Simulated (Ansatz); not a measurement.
CuO (Tenorite):

```
Cu O
1.0
     2.34185   -1.71130    0.00000
     2.34185    1.71130    0.00000
    -0.85003    0.00000    5.05787
Cu O
2 2
Direct
  0.50000 0.00000 0.50000
  0.00000 0.50000 0.00000
  0.41840 0.58160 0.75000
  0.58160 0.41840 0.25000
```

Base run:

- Program: Ansatz 0.2.0
- Functional: PBE
- Potentials or basis: Ansatz NC
- Cutoff: 1252 eV
- Density cutoff: 5007 eV
- k mesh: 10 × 10 × 5
- Occupations: fermi-dirac, width 0.05 eV
- Spin: no spin polarisation

Its results: band gap on the k mesh none (metal or under the smearing width); pressure 5.8 GPa; largest force 0.253 eV/Å.

The run is repeated on the same cell with these changes: functional from PBE to PBEsol; potentials or basis from Ansatz NC to JTH PAW; cutoff from 1252 eV to 1380 eV; density cutoff from 5007 eV to 5520 eV. What comes out?

Band gap on the k mesh none (metal or under the smearing width); pressure -2.4 GPa; largest force 0.348 eV/Å.

Caveats: the run has no spin polarisation, though such a crystal can be magnetic; semilocal functionals often make such compounds metallic where correlation or magnetic order opens a gap, which also shifts bond lengths.

Not every run made on this cell is shown here.
